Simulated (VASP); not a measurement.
# InP (F-43m) in VASP: further runs, part 2 of 2

VASP 6.6.1. Earlier steps stand in the parts before.

## 4. G0W0 quasiparticle levels, PBE

The input, POSCAR:

```
InP
1.0
    0.0000000000      2.9305000000      2.9305000000
    2.9305000000      0.0000000000      2.9305000000
    2.9305000000      2.9305000000      0.0000000000
In P
1 1
Direct
    0.0000000000      0.0000000000      0.0000000000
    0.7500000000      0.7500000000      0.7500000000
```

The input, INCAR.step1:

```
  PREC = Accurate
  ENCUT = 450
  EDIFF = 1E-8
  ISMEAR = 0
  SIGMA = 0.01
  LREAL = F
  LASPH = T
  NELM = 60
  ALGO = Normal
  LWAVE = T
  LCHARG = F
  GGA = PE
```

The input, INCAR.step2:

```
  PREC = Accurate
  ENCUT = 450
  EDIFF = 1E-8
  ISMEAR = 0
  SIGMA = 0.01
  LREAL = F
  LASPH = T
  NELM = 1
  ALGO = Exact
  LWAVE = T
  LCHARG = F
  GGA = PE
  NBANDS = 24
  LOPTICS = T
  ISTART = 1
```

The input, INCAR.step3:

```
  PREC = Accurate
  ENCUT = 450
  EDIFF = 1E-8
  ISMEAR = 0
  SIGMA = 0.01
  LREAL = F
  LASPH = T
  ALGO = EVGW0
  LWAVE = F
  LCHARG = F
  GGA = PE
  NELMGW = 1
  NBANDS = 24
  ENCUTGW = 50
  NOMEGA = 48
  PRECFOCK = Fast
  ISTART = 1
  NBANDSGW = 17
```

The input, KPOINTS:

```
Automatic mesh
0
Gamma
  3 3 3
```

Potentials or basis: VASP PAW PBE potentials, release 64 (In_d_GW, P_GW).

Command:

```
$ cat potpaw_PBE.64/In_d_GW/POTCAR potpaw_PBE.64/P_GW/POTCAR > POTCAR
$ cp INCAR.step1 INCAR
$ mpirun -np 1 vasp_std > vasp.out
$ cp INCAR.step2 INCAR
$ mpirun -np 1 vasp_std > vasp.out
$ cp INCAR.step3 INCAR
$ mpirun -np 1 vasp_std > vasp.out
```

OUTCAR:

```text
PREC = Accurate
   ENCUT = 450
   EDIFF = 1E-8
   ISMEAR = 0
   LREAL = F
   LASPH = T
   GGA = PE
   NELMGW = 1
   ENCUTGW = 50
   PRECFOCK = Fast
   ISTART = 1

 Found      4 irreducible k-points:

 Following reciprocal coordinates:
            Coordinates               Weight
  0.000000  0.000000  0.000000      1.000000
  0.333333  0.000000  0.000000      8.000000
  0.333333  0.333333  0.000000      6.000000
 -0.333333  0.333333  0.000000     12.000000
   k-points           NKPTS =      4   k-points in BZ     NKDIM =     27   number of bands    NBANDS=     24
   number of dos      NEDOS =    301   number of ions     NIONS =      2
   total plane-waves  NPLWV =  27000
   dimension x,y,z NGX =    30 NGY =   30 NGZ =   30
   dimension x,y,z NGXF=    60 NGYF=   60 NGZF=   60
   ions per type =               1   1
   NGX,Y,Z   is equivalent  to a cutoff of  12.03, 12.03, 12.03 a.u.
   NGXF,Y,Z  is equivalent  to a cutoff of  24.07, 24.07, 24.07 a.u.
 SYSTEM =  unknown system
   PREC   = accura    normal or accurate (medium, high low for compatibility)
   ISTART =      1    job   : 0-new  1-cont  2-samecut
   ICHARG =      0    charge: 1-file 2-atom 10-const
   ISPIN  =      1    spin polarized calculation?
   LNONCOLLINEAR =      F non collinear calculations
   LSORBIT =      F    spin-orbit coupling
   LASPH  =      T    aspherical Exc in radial PAW
   ENCUT  =  450.0 eV  33.07 Ry    5.75 a.u.   7.17  7.17  7.17*2*pi/ulx,y,z
   NELM   =     60;   NELMIN=  2; NELMDL=  0     # of ELM steps
   EDIFF  = 0.1E-07   stopping-criterion for ELM
   LREAL  =      F    real-space projection
   EDIFFG = 0.1E-06   stopping-criterion for IOM
   NSW    =      0    number of steps for IOM
   IBRION =     -1    ionic relax: 0-MD 1-quasi-New 2-CG
   NFREE  =      0    steps in history (QN), initial steepest desc. (CG)
   ISIF   =      0    stress and relaxation
   ISYM   =      3    0-nonsym 1-usesym 2-fastsym
   POTIM  = 0.5000    time-step for ionic-motion
   TEBEG  =    0.0;   TEEND  =   0.0 temperature during run
   PSTRESS=    0.0 pullay stress
   NELECT =      18.0000    total number of electrons
   NUPDOWN=      -1.0000    fix difference up-down
   EMIN   =  10.00;   EMAX   =-10.00  energy-range for DOS
   EFERMI =   0.00;   METHOD = LEGACY
   ISMEAR =     0;   SIGMA  =   0.01  broadening in eV -4-tet -1-fermi 0-gaus
   EFERMI_NEDOS =   21; number of points for ismear=-14 and -15
   IALGO  =     38    algorithm
   IMIX   =      4    mixing-type and parameters
     AMIX     =   0.40;   BMIX     =  1.00
     AMIX_MAG =   1.60;   BMIX_MAG =  1.00
  volume/ion in A,a.u.               =      25.17       169.83
  Fermi-wavevector in a.u.,A,eV,Ry     =   1.162021  2.195901 18.371846  1.350293
  Thomas-Fermi vector in A             =   2.298587
   LORBIT       =      0    0 simple, 1 ext, 2 COOP (PROOUT), +10 PAW based schemes
   GGA     = PE    functional components
   LHFCALC =     T    Hartree Fock is set to
   PRECFOCK=fast      Normal, Fast or Accurate (Low or Medium for compatibility)
   ENCUT4O =  -1.0   cutoff for four orbital integrals eV
   NKREDX  =     1    reduce k-point grid by
   NKREDY  =     1    reduce k-point grid by
   NKREDZ  =     1    reduce k-point grid by
   AEXX    =    1.0000 exact exchange contribution
   HFSCREEN=    0.0000 screening length (either q_TF or 0.3 A-1)
   HFSCREENC=   0.0000 screening length for correlation (either q_TF or 0.3 A-1)
   ENCUTFOCK=  -1.0 apply spherical cutoff to Coloumb kernel
   IVDW    =     0    specifies the selected vdW correction
   LEPSILON=     F    determine dielectric tensor
   LRPA    =     F    only Hartree local field effects (RPA)
   LRPAFORCE           =     F    calculate RPA forces
   ENCUTGW             =  50.0    cutoff for response function in eV
   ENCUTGWSOFT         =  40.0    soft cutoff for Coulomb kernel in GW response function in eV
   ENCUTLF             =  -1.0    cutoff for local field effects
   NELMGW              =     1    number of iterations in solving QP/BSE equation
   NELMHF              =     1    number of iterations in the inner HF iteration
   NKREDLFX            =     1    NKREDLFY  =   1   NKREDLFZ  =   1
 non-spin polarized calculation
 Gauss-broadening in eV      SIGMA  =   0.01
  energy-cutoff  :      450.00
  volume of cell :       50.33
 maximum number of plane-waves:      1113
 NGX is ok and might be reduce to    30
  NGX = 16; NGY = 16; NGZ = 16
   NGX = 15   NGY = 15   NGZ = 15
 maximum number of plane-waves:        51
 NGX is ok and might be reduce to    10

 QP shifts <psi_nk| G(iteration)W_0 |psi_nk>: iteration 1
 for sc-GW calculations column KS-energies equals QP-energies in previous step
 and V_xc(KS)=  KS-energies - (<T + V_ion + V_H > + <T+V_H+V_ion>^1  + <V_x>^1)

 k-point   1 :       0.0000    0.0000    0.0000
  band No.  KS-energies  QP-energies   sigma(KS)   V_xc(KS)     V^pw_x(r,r')   Z            occupation Imag(sigma)

      1     -10.2933     -11.9970     -18.9958     -16.5967     -25.3298       0.7101       2.0000       0.4199
      2     -10.2933     -11.9970     -18.9958     -16.5967     -25.3298       0.7101       2.0000       0.4199
      3     -10.2933     -11.9970     -18.9958     -16.5967     -25.3298       0.7101       2.0000       0.4199
      4     -10.1476     -11.8739     -19.1159     -16.6813     -25.3437       0.7091       2.0000       0.3373
      5     -10.1476     -11.8739     -19.1159     -16.6813     -25.3437       0.7091       2.0000       0.3373
      6      -7.4965      -7.3810     -11.1208     -11.2915     -18.2328       0.6761       2.0000       1.3189
[... 9 lines left out ...]
     16      13.3900      14.6194      -8.6220     -10.2238      -4.5789       0.7675       0.0000      -0.3554
     17      15.1508      15.8017      -6.7100      -7.5434      -2.2265       0.7811       0.0000      -0.5813
[... 46 lines left out ...]
      1     -10.4273     -11.9827     -18.5808     -16.3602     -25.0946       0.7005       2.0000       0.4900
      2     -10.2338     -11.9476     -19.0607     -16.6457     -25.3601       0.7096       2.0000       0.3917
      3     -10.2152     -11.9373     -19.1004     -16.6896     -25.4093       0.7143       2.0000       0.4018
      4     -10.1613     -11.8808     -19.0844     -16.6576     -25.3237       0.7086       2.0000       0.3412
      5     -10.1358     -11.8645     -19.1185     -16.6908     -25.3551       0.7121       2.0000       0.3355
      6      -5.2478      -5.1614     -12.2942     -12.4209     -18.6366       0.6823       2.0000       0.8833
[... 9 lines left out ...]
     16      17.1145      18.3146      -7.5869      -9.1332      -3.0451       0.7761       0.0000      -0.6709
     17      17.9822      19.3213      -7.8747      -9.6032      -3.1822       0.7747       0.0000      -0.8244
```

OUTCAR.step2:

```text
PREC = Accurate
   ENCUT = 450
   EDIFF = 1E-8
   ISMEAR = 0
   LREAL = F
[... 538 lines left out ...]
     0.00000    90.97868    90.97868    90.97868    -0.00000    -0.00000     0.00000
     0.45935   124.80621   124.80621   124.80621    -0.00000    -0.00000     0.00000
     0.91870   -63.01989   -63.01989   -63.01989    -0.00000    -0.00000     0.00000
     1.37805     3.17383     3.17383     3.17383    -0.00000    -0.00000     0.00000
     1.83740    27.25094    27.25094    27.25094     0.00000    -0.00000     0.00000
     2.29675    73.64844    73.64844    73.64844     0.00000    -0.00000     0.00000
[... 92 lines left out ...]
    45.01625     0.78788     0.78788     0.78788     0.00000     0.00000    -0.00000
    45.47560     0.79305     0.79305     0.79305     0.00000     0.00000    -0.00000
```

Wall time 28 s (1 thread of Intel Xeon 6975P-C (Granite Rapids), shared host); peak memory 0.32 GiB.

The run converged, but some of its settings lie outside the range that counts as converged, so its numbers aren't taken as properties of the crystal.

Results:

```yaml
Band_gap_on_the_k_mesh_mean-field_level: 0.67 eV, direct
Quasiparticle_gap: 1.38 eV
Least_direct_quasiparticle_gap: 1.38 eV
```

Caveat: the k mesh is coarse (spacing up to 0.62 Å⁻¹), so the values aren't converged; bands, screening cutoff and mesh are small and nothing is extrapolated, so the quasiparticle values aren't converged; spin-orbit coupling is left out, which moves the levels of the heavy elements.

## 5. G0W0 quasiparticle levels, PBE

POSCAR is that of step 4.

INCAR.step1 is that of step 4.

Changes to INCAR.step2 since step 4:

```diff
@@ -12,3 +12,3 @@
   GGA = PE
-  NBANDS = 24
+  NBANDS = 39
   LOPTICS = T
```

Changes to INCAR.step3 since step 4:

```diff
@@ -12,4 +12,4 @@
   NELMGW = 1
-  NBANDS = 24
-  ENCUTGW = 50
+  NBANDS = 39
+  ENCUTGW = 75
   NOMEGA = 48
```

KPOINTS is that of step 4.

Potentials or basis: VASP PAW PBE potentials, release 64 (In_d_GW, P_GW).

Command:

```
$ cat potpaw_PBE.64/In_d_GW/POTCAR potpaw_PBE.64/P_GW/POTCAR > POTCAR
$ cp INCAR.step1 INCAR
$ mpirun -np 1 vasp_std > vasp.out
$ cp INCAR.step2 INCAR
$ mpirun -np 1 vasp_std > vasp.out
$ cp INCAR.step3 INCAR
$ mpirun -np 1 vasp_std > vasp.out
```

OUTCAR:

```text
PREC = Accurate
   ENCUT = 450
   EDIFF = 1E-8
   ISMEAR = 0
   LREAL = F
   LASPH = T
   GGA = PE
   NELMGW = 1
   ENCUTGW = 75
   PRECFOCK = Fast
   ISTART = 1

 Found      4 irreducible k-points:

 Following reciprocal coordinates:
            Coordinates               Weight
  0.000000  0.000000  0.000000      1.000000
  0.333333  0.000000  0.000000      8.000000
  0.333333  0.333333  0.000000      6.000000
 -0.333333  0.333333  0.000000     12.000000
   k-points           NKPTS =      4   k-points in BZ     NKDIM =     27   number of bands    NBANDS=     39
   number of dos      NEDOS =    301   number of ions     NIONS =      2
   total plane-waves  NPLWV =  27000
   dimension x,y,z NGX =    30 NGY =   30 NGZ =   30
   dimension x,y,z NGXF=    60 NGYF=   60 NGZF=   60
   ions per type =               1   1
   NGX,Y,Z   is equivalent  to a cutoff of  12.03, 12.03, 12.03 a.u.
   NGXF,Y,Z  is equivalent  to a cutoff of  24.07, 24.07, 24.07 a.u.
 SYSTEM =  unknown system
   PREC   = accura    normal or accurate (medium, high low for compatibility)
   ISTART =      1    job   : 0-new  1-cont  2-samecut
   ICHARG =      0    charge: 1-file 2-atom 10-const
   ISPIN  =      1    spin polarized calculation?
   LNONCOLLINEAR =      F non collinear calculations
   LSORBIT =      F    spin-orbit coupling
[... 31 lines left out ...]
   ENCUT4O =  -1.0   cutoff for four orbital integrals eV
   NKREDX  =     1    reduce k-point grid by
   NKREDY  =     1    reduce k-point grid by
   NKREDZ  =     1    reduce k-point grid by
   AEXX    =    1.0000 exact exchange contribution
   HFSCREEN=    0.0000 screening length (either q_TF or 0.3 A-1)
   HFSCREENC=   0.0000 screening length for correlation (either q_TF or 0.3 A-1)
   ENCUTFOCK=  -1.0 apply spherical cutoff to Coloumb kernel
   IVDW    =     0    specifies the selected vdW correction
   LEPSILON=     F    determine dielectric tensor
   LRPA    =     F    only Hartree local field effects (RPA)
   LRPAFORCE           =     F    calculate RPA forces
   ENCUTGW             =  75.0    cutoff for response function in eV
   ENCUTGWSOFT         =  60.0    soft cutoff for Coulomb kernel in GW response function in eV
   ENCUTLF             =  -1.0    cutoff for local field effects
   NELMGW              =     1    number of iterations in solving QP/BSE equation
   NELMHF              =     1    number of iterations in the inner HF iteration
   NKREDLFX            =     1    NKREDLFY  =   1   NKREDLFZ  =   1
 non-spin polarized calculation
 Gauss-broadening in eV      SIGMA  =   0.01
  energy-cutoff  :      450.00
  volume of cell :       50.33
 maximum number of plane-waves:      1113
 NGX is ok and might be reduce to    30
  NGX = 16; NGY = 16; NGZ = 16
   NGX = 15   NGY = 15   NGZ = 15
 maximum number of plane-waves:        76
 NGX is ok and might be reduce to    14

 QP shifts <psi_nk| G(iteration)W_0 |psi_nk>: iteration 1
 for sc-GW calculations column KS-energies equals QP-energies in previous step
 and V_xc(KS)=  KS-energies - (<T + V_ion + V_H > + <T+V_H+V_ion>^1  + <V_x>^1)

 k-point   1 :       0.0000    0.0000    0.0000
  band No.  KS-energies  QP-energies   sigma(KS)   V_xc(KS)     V^pw_x(r,r')   Z            occupation Imag(sigma)

      1     -10.2933     -11.8283     -18.7477     -16.5967     -25.3298       0.7136       2.0000       0.2814
      2     -10.2933     -11.8283     -18.7477     -16.5967     -25.3298       0.7136       2.0000       0.2814
      3     -10.2933     -11.8283     -18.7477     -16.5967     -25.3298       0.7136       2.0000       0.2814
      4     -10.1476     -11.7051     -18.8701     -16.6813     -25.3437       0.7116       2.0000       0.2063
      5     -10.1476     -11.7051     -18.8701     -16.6813     -25.3437       0.7116       2.0000       0.2063
      6      -7.4965      -7.5411     -11.3579     -11.2915     -18.2328       0.6718       2.0000       1.0979
[... 59 lines left out ...]
      3     -10.2152     -11.7648     -18.8551     -16.6896     -25.4093       0.7156       2.0000       0.2658
      4     -10.1613     -11.7134     -18.8420     -16.6576     -25.3237       0.7106       2.0000       0.2090
      5     -10.1358     -11.6922     -18.8743     -16.6908     -25.3551       0.7128       2.0000       0.2041
      6      -5.2478      -5.3021     -12.5017     -12.4209     -18.6366       0.6717       2.0000       0.7295
[... 9 lines left out ...]
     16      17.1145      17.6618      -8.4045      -9.1332      -3.0451       0.7509       0.0000      -0.5778
     17      17.9822      18.6107      -8.7571      -9.6032      -3.1822       0.7427       0.0000      -0.7237
```

OUTCAR.step2:

```text
PREC = Accurate
   ENCUT = 450
   EDIFF = 1E-8
   ISMEAR = 0
   LREAL = F
[... 538 lines left out ...]
     0.00000    91.08145    91.08145    91.08145     0.00000     0.00000    -0.00000
     0.62142    99.80013    99.80013    99.80013     0.00000     0.00000    -0.00000
     1.24284    -6.45784    -6.45784    -6.45784     0.00000     0.00000    -0.00000
     1.86426    29.08315    29.08315    29.08315     0.00000     0.00000    -0.00000
     2.48568   -64.49255   -64.49255   -64.49255     0.00000    -0.00000    -0.00000
     3.10710    -2.82265    -2.82265    -2.82265     0.00000    -0.00000    -0.00000
[... 92 lines left out ...]
    60.89920     0.83196     0.83196     0.83196    -0.00000    -0.00000    -0.00000
    61.52062     0.83672     0.83672     0.83672    -0.00000    -0.00000    -0.00000
```

Run time: 31 s. Hardware: 1 thread of Intel Xeon 6975P-C (Granite Rapids), shared host; peak memory 0.32 GiB.

These settings aren't checked as converged: the numbers below hold their error.

What came out:

```yaml
Band_gap_on_the_k_mesh_mean-field_level: 0.67 eV, direct
Quasiparticle_gap: 1.24 eV
Least_direct_quasiparticle_gap: 1.24 eV
```

Caveat: the k mesh is coarse (spacing up to 0.62 Å⁻¹), so the values aren't converged; bands, screening cutoff and mesh are small and nothing is extrapolated, so the quasiparticle values aren't converged; spin-orbit coupling is left out, which moves the levels of the heavy elements.

## 6. Comparison with measurements

Step 2. A measured gap of InP is 1.4236 eV (direct; 1.6 K; a printed reference work, data compilation); the calculated 0.71 eV misses it by -0.71 eV. Spin-orbit coupling on In is left out. The value is that of PBE, without temperature or zero-point motion. Semilocal functionals fall short of measured gaps as a rule. Measured high-frequency dielectric constant of InP: 9.61 (300 K; a printed reference work, textbook). This calculation gives 11.33 (+17.9 %).

Step 3. A measured gap of InP is 1.4236 eV (direct; 1.6 K; a printed reference work, data compilation); the calculated 1.26 eV misses it by -0.16 eV. Spin-orbit coupling on In is left out. The value is that of G0W0 on PBE, without temperature or zero-point motion.
